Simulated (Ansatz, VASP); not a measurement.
Two plane-wave programs on Si16Ge (a cell with a defect)

```xyz
17
Lattice="0.0000 5.4300 5.4300 5.4300 0.0000 5.4300 5.4300 5.4300 0.0000" Properties=species:S:1:pos:R:3 pbc="T T T"
Si   -0.0055    0.0070   -0.0047
Si    1.3626    1.2998    1.3602
Si    2.7436    2.6616   -0.0474
Si    4.1102    4.0727    1.3599
Si    2.7313    0.0077    2.7250
Si    4.0782    1.3581    4.0751
Si    5.4246    2.7089    2.7246
Si    6.7927    4.0735    4.0202
Si   -0.0191    2.6607    2.7679
Si    1.3626    4.0725    4.1295
Si    2.7432    5.4841    2.7667
Si    4.0761    6.7877    4.0746
Si    2.7313    2.7087    5.4251
Si    4.0446    4.0733    6.7901
Si    5.4109    5.4852    5.3817
Si    6.7924    6.8461    6.7894
Ge    6.7907    4.0727    6.7895
```

Alike in both runs: functional PBE; dispersion D3(BJ); k mesh 2 × 2 × 2; occupations gaussian, width 0.02 eV; no spin polarisation.

Ansatz relaxed the structure, and its values are those at the end. VASP's run is a single point on that final structure, the one shown.

|  | VASP | Ansatz |
| --- | --- | --- |
| version | VASP 6.6.1 | Ansatz 0.2.0 |
| potentials or method | VASP PAW PBE potentials, release 64 (Si, Ge_d) | scalar-relativistic, plane waves, PAW |
| plane-wave cutoff (eV) | 520 | 420 |
| valence electrons in the cell | 78 | 78 |

```tsv
	VASP	Ansatz	Ansatz less VASP
dispersion energy (meV/atom)	-333.3	-333.4	-0.08
```

Caveats: the k mesh is coarse (spacing up to 0.50 Å⁻¹), so the values aren't converged.
